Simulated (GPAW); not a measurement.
# CdSe (Cadmoselite) (P6_3mc) in GPAW: notebook, part 2 of 2

GPAW 26.7.0. The steps go on from the part before.

**4. Band structure, M06-L, spin-orbit coupling, no magnetisation**

run.py reads:

```python
import numpy as np
from ase.dft.bandgap import bandgap
from ase.io import read, write
from ase.units import GPa
from gpaw import GPAW, PW
from gpaw.spinorbit import soc_eigenstates

atoms = read('POSCAR')

calc = GPAW(mode=PW(600),
            xc='M06-L',
            kpts={'size': (5, 5, 3), 'gamma': True},
            occupations={'name': 'fermi-dirac', 'width': 0.05},
            nbands=31,
            convergence={'density': 1e-05, 'energy': 1e-05},
            maxiter=150,
            txt='gpaw.txt')
atoms.calc = calc
energy = atoms.get_potential_energy()
forces = atoms.get_forces()
stress = atoms.get_stress()
calc.write('gs.gpw')
write('result.traj', atoms)
print(f'Energy: {energy:.6f} eV')
print('Forces (eV/A):')
print(forces.round(4))
print('Stress (GPa):', (stress / GPa).round(3))
print('Fermi level:', round(calc.get_fermi_level(), 4), 'eV')
print(f'Gap: {bandgap(calc)[0]:.4f} eV, direct: {bandgap(calc, direct=True)[0]:.4f} eV')

path = atoms.cell.bandpath('GMKGALHA,LM,KH', npoints=100, eps=1e-4)
bs_calc = calc.fixed_density(kpts=path, symmetry='off', nbands=52,
                             convergence={'bands': 'CBM+6.0', 'eigenstates': 1e-6}, txt='bands.txt')
bs = bs_calc.band_structure()
bs.write('bs.json')
print(f'Gap on the path: {bandgap(bs_calc)[0]:.4f} eV')

soc = soc_eigenstates(bs_calc, theta=0, phi=0, ignore_xc_potential=True)
np.savetxt('soc_bands.dat', soc.eigenvalues(), fmt='%.4f')
mesh = soc_eigenstates('gs.gpw', theta=0, phi=0, ignore_xc_potential=True)
np.savetxt('soc_mesh.dat', mesh.eigenvalues(), fmt='%.4f')
print('Fermi level with spin-orbit coupling:', round(mesh.fermi_level, 4), 'eV')
```

POSCAR reads:

```
CdSe
1.0
    4.3000000000      0.0000000000      0.0000000000
   -2.1500000000      3.7239092363      0.0000000000
    0.0000000000      0.0000000000      7.0200000000
Cd Se
2 2
Direct
    0.6666666667      0.3333333333      0.5000000000
    0.3333333333      0.6666666667      0.0000000000
    0.6666666667      0.3333333333      0.8850000000
    0.3333333333      0.6666666667      0.3850000000
```

Potentials or basis: GPAW PAW data sets (gpaw-data 1.2.1), pw.

The run is started by

```console
OMP_NUM_THREADS=1 python run.py
```

gpaw.txt:

```text
__  _  _
 | _ |_)|_||  |
 |__||  | ||/\| - 26.7.0

Input parameters:
  mode=PW(ecut=600.0),
  convergence={'density': 1e-05, 'energy': 1e-05},
  kpts=MonkhorstPack(size=(5, 5, 3), gamma=True),
  maxiter=150,
  nbands=31,
  occupations=Occupations(name='fermi-dirac', width=0.05),
  xc=XC(name='M06-L')

Diagonalizing LCAO Hamiltonian
Converting LCAO to pw mode

            Se

        Se  Cd

        Cd

Atoms  # Å, Bohr magnetons
|   | symbol |         x |        y |        z |    initial magnetic moments |
|---|--------|-----------|----------|----------|-----------------------------|
| 0 |     Cd |  2.150000 | 1.241303 | 3.510000 | ( 0.0000,  0.0000,  0.0000) |
| 1 |     Cd | -0.000000 | 2.482606 | 0.000000 | ( 0.0000,  0.0000,  0.0000) |
| 2 |     Se |  2.150000 | 1.241303 | 6.212700 | ( 0.0000,  0.0000,  0.0000) |
| 3 |     Se | -0.000000 | 2.482606 | 2.702700 | ( 0.0000,  0.0000,  0.0000) |

Unit cell  # Å
| periodic |         x |        y |        z |  lengths |     angles |
|----------|-----------|----------|----------|----------|------------|
|      yes |  4.300000 | 0.000000 | 0.000000 | 4.300000 |  90.000000 |
|      yes | -2.150000 | 3.723909 | 0.000000 | 4.300000 |  90.000000 |
|      yes |  0.000000 | 0.000000 | 7.020000 | 7.020000 | 120.000000 |

Number of symmetries: 6
Symmetry operations  # r_c * U_cc + t_c -> r_c
|   | kind |            matrix            |
|---|------|------------------------------|
[... 147 lines left out ...]
|iter:   7| |  -43.274164 | -2.70 | -1.85 |
|iter:   8| |  -43.276313 | -3.91 | -2.36 |
|iter:   9| |  -43.279221 | -3.62 | -2.54 |
|iter:  10| |  -43.279319 | -4.95 | -2.83 |
|iter:  11| |  -43.279256c| -4.60 | -2.89 |
|iter:  12| |  -43.279506c| -4.20 | -3.02 |
|iter:  13| |  -43.280489 | -4.56 | -3.32 |
|iter:  14| |  -43.280639 | -4.74 | -3.71 |
|iter:  15| |  -43.280712c| -5.08 | -4.12 |
|iter:  16| |  -43.280732c| -5.72 | -4.38 |
|iter:  17| |  -43.280767c| -5.41 | -4.60 |
|iter:  18| |  -43.280768c| -5.72 | -4.66 |
|iter:  19| |  -43.280744c| -6.24 | -4.84 |
|iter:  20| |  -43.280744c| -6.82 | -5.21c|
|iter:  21| |  -43.280744c| -7.79c| -5.54c|

Converged in 21 steps
Energy contributions relative to reference atoms: (reference = -436553.300934)

Energy contributions:
  Kinetic:          95.623574
  Coulomb:         -88.708271
  Zero:              1.853377
  External:          0.000000
  Xc:              -52.049424
  Entropy:          -0.000001
  Spinorbit:         0.000000
  ----------------------------
  Free energy:     -43.280745
  Extrapolated:    -43.280744

dipole moment: (0.000006, 0.000010, -18.075385)  # |e|*Ang

Fermi level: 4.240
Eigenvalues  # (at kpt = [0.000, 0.000, 0.000])
| band index |      eig [eV] | occ [0-2] |
|------------|---------------|-----------|
|          0 |        -9.340 |     2.000 |
|        ... |               |           |
|         10 |        -4.145 |     2.000 |
|         11 |        -3.830 |     2.000 |
|         12 |        -0.585 |     2.000 |
|         13 |         2.925 |     2.000 |
|         14 |         2.925 |     2.000 |
|         15 |         3.632 |     2.000 |
[... 8 lines left out ...]
|         24 |        11.169 |     0.000 |
|         25 |        11.328 |     0.000 |
|        ... |               |           |
|         30 |        14.694 |     0.000 |

Gap: 1.131 eV
Transition (v -> c):
  (s=0, k=0, n=17, [0.00, 0.00, 0.00]) -> (s=0, k=0, n=18, [0.00, 0.00, 0.00])
No difference between direct/indirect transitions

Forces  # eV/Ang
|        x |       y |        z |
|----------|---------|----------|
|  0.00000 | 0.00000 |  0.24654 |  # Cd   0
|  0.00000 | 0.00000 |  0.24654 |  # Cd   1
| -0.00000 | 0.00000 | -0.23497 |  # Se   2
|  0.00000 | 0.00000 | -0.23498 |  # Se   3

Stress tensor  # eV/Ang^3
|         x |         y |         z |
|-----------|-----------|-----------|
| -0.025026 |  0.000000 |  0.000000 |
| -0.000000 | -0.025026 |  0.000000 |
|  0.000000 |  0.000000 | -0.012523 |

# Writing to gs.gpw (mode='')
```

Wall time 12 min (1 thread of Arm Neoverse V1, shared host); peak memory 0.8 GiB.

What came out:

```yaml
Free_energy: -43.2807 eV
Pressure: 3.3 GPa
Largest_force: 0.247 eV/Å
Band_gap_on_the_k_mesh: 1.01 eV, direct
Band_gap_along_the_path: 1.01 eV, direct
```

Forces in eV/Å, atoms in the order of the input:
```
Cd   0.000  0.000  0.247
Cd   0.000  0.000  0.247
Se   0.000  0.000 -0.235
Se   0.000  0.000 -0.235
```

Levels at the corners of the path, in eV from the valence-band top:
```
point  band 32  band 33  band 34  band 35  band 36  band 37  band 38  band 39  band 40  band 41
    Γ    -0.37    -0.01    -0.01     0.00     0.00     1.01     1.01     2.43     2.43     5.93
    M    -2.01    -1.41    -1.41    -0.94    -0.94     3.46     3.46     3.56     3.56     4.75
    K    -2.03    -1.97    -1.93    -1.83    -1.83     4.27     4.27     5.07     5.24     5.29
    Γ    -0.37    -0.01    -0.01     0.00     0.00     1.01     1.01     2.43     2.43     5.93
    A    -0.61    -0.38    -0.38    -0.38    -0.38     2.64     2.64     2.64     2.64     5.89
    L    -1.57    -1.37    -1.37    -1.37    -1.37     3.17     3.17     3.17     3.17     4.98
    H    -2.61    -1.21    -1.21    -1.16    -1.16     4.07     4.07     4.12     4.12     5.71
    A    -0.61    -0.38    -0.38    -0.38    -0.38     2.64     2.64     2.64     2.64     5.89
    L    -1.57    -1.37    -1.37    -1.37    -1.37     3.17     3.17     3.17     3.17     4.98
    M    -2.01    -1.41    -1.41    -0.94    -0.94     3.46     3.46     3.56     3.56     4.75
    K    -2.03    -1.97    -1.93    -1.83    -1.83     4.27     4.27     5.07     5.24     5.29
    H    -2.61    -1.21    -1.21    -1.16    -1.16     4.07     4.07     4.12     4.12     5.71
```

Caveat: spin-orbit coupling was added after a scalar SCF, so levels and gaps hold it while energy, forces, pressure and moments don't; this program's spin-orbit splittings come out too wide for heavy elements; the PAW data sets were made with another functional, which shifts forces and pressure a little.

**5. Overview**

```csv
task,level,potentials or basis,spin,band path,band points,spin axis theta (degrees),spin axis phi (degrees),gap on the mesh (eV),pressure (GPa),largest force (eV/Å)
band structure,PBE,"PAW data sets generated in the run's folder for this functional, pw",off,"GMKGALHA,LM,KH",100,-,-,0.69,2.8,0.28
equation of state,optPBE-vdW,"GPAW PAW data sets (gpaw-data 1.2.1), pw",off,-,-,-,-,-,-,-
band structure,M06-L,"GPAW PAW data sets (gpaw-data 1.2.1), pw","SOC, no magnetisation","GMKGALHA,LM,KH",100,0,0,1.01,3.3,0.25
```

Alike in all rows: cell as given; k mesh 5 × 5 × 3; cutoff (eV) 600; smearing fermi-dirac 0.05 eV.

Caveats: the PAW data sets were made with another functional, which shifts forces and pressure a little (some runs); spin-orbit coupling was added after a scalar SCF, so levels and gaps hold it while energy, forces, pressure and moments don't (some runs); this program's spin-orbit splittings come out too wide for heavy elements (some runs).

Absolute energies hang on the potentials; compare differences alone.

**6. How close it comes**

Step 2. Measured gap of CdSe: 1.841 eV (2 K; a printed reference work, data compilation). This calculation gives 0.69 eV (-1.15 eV). So large a miss can be the level of theory's own, or it may mean another phase, state or a wrong row. Spin-orbit coupling on Cd, Se is left out. The value is that of PBE, without temperature or zero-point motion. Semilocal functionals fall short of measured gaps as a rule.

Step 4. Measured gap of CdSe: 1.841 eV (2 K; a printed reference work, data compilation). This calculation gives 1.01 eV (-0.83 eV). The value is that of M06-L, without temperature or zero-point motion.
